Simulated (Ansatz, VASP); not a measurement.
Given: the input of a run of Ansatz 0.2.0 on HfC. 

input.yaml

```yaml
crystal:
  lattice:
    - [0.0, 2.325, 2.325]
    - [2.325, 0.0, 2.325]
    - [2.325, 2.325, 0.0]
  atoms:
    - { symbol: Hf, position: [0.5, 0.5, 0.5] }
    - { symbol: C, position: [0.0, 0.0, 0.0] }
hamiltonian:
  xc: pbesol
  pseudopotentials: { kind: paw }
  dispersion: d4
kpoints:
  mp_grid: { grid: [10, 10, 10] }
scf:
  occupations: { method: fermi_dirac, width: 0.05 }
output:
  forces: true
  stress: true
relax:
  f_tol: 0.01
  max_steps: 40
  cell: { stress_tol: 0.05 }
```

Potentials or basis: Ansatz PAW.

Run with:

```sh
$ ansatz run input.yaml --threads 2 --pin off --max-ram 5632MiB --backend cpu --events-out ev --progress --plain --runs-dir out
```

Question: What does the same run look like in VASP 6.6.1? Potentials or basis there: PBE PAW files C, Hf_pv, 600 eV.

Answer: As run (cutoffs and basis follow the program's own potentials, and thresholds, step limits or extra output files can differ):

The input INCAR:

```
SYSTEM = HfC
PREC = Accurate
ENCUT = 600
EDIFF = 1E-7
ISMEAR = -1
SIGMA = 0.05
LREAL = .FALSE.
LASPH = .TRUE.
NELM = 100
ALGO = Fast
ISIF = 3
LWAVE = .FALSE.
LCHARG = .FALSE.
GGA = PS
IVDW = 13
IBRION = 2
NSW = 40
EDIFFG = -0.005
```

Contents of KPOINTS:

```
Automatic mesh
0
G
  10 10 10
  0 0 0
```

The input POSCAR:

```
HfC
1.0
    0.0000000000      2.3250000000      2.3250000000
    2.3250000000      0.0000000000      2.3250000000
    2.3250000000      2.3250000000      0.0000000000
Hf C
1 1
Direct
    0.5000000000      0.5000000000      0.5000000000
    0.0000000000      0.0000000000      0.0000000000
```

Potentials or basis: VASP PAW PBE potentials, release 64 (Hf_pv, C).

Launch:

```sh
$ cat potpaw_PBE.64/Hf_pv/POTCAR potpaw_PBE.64/C/POTCAR > POTCAR
$ mpirun -np 1 vasp_std > vasp.out
```

Both were run:

|  | Ansatz | VASP |
| --- | --- | --- |
| Relaxed volume | 12.12 Å³/atom | 12.11 Å³/atom |
| Relaxed cell | a = 3.249 Å, b = 3.249 Å, c = 3.249 Å, α = 60.00°, β = 60.00°, γ = 60.00° | a = 3.247 Å, b = 3.247 Å, c = 3.247 Å, α = 60.00°, β = 60.00°, γ = 60.00° |
| Space group after relaxing | Fm-3m (No. 225) | Fm-3m (No. 225) |
| Pressure after relaxing | 0.0 GPa | 0.0 GPa |

Ansatz's pressure holds a Pulay term of +0.26 GPa for its cutoff of 420 eV, which the other run lacks.

The potentials hold 30 and 14 valence electrons a cell.

Ansatz's potentials were made for PBE. VASP's potentials were made for PBE.

Where Ansatz's input types no cutoff or centring, it takes its own default and a Γ-centred mesh.

Pressure is positive in compression.
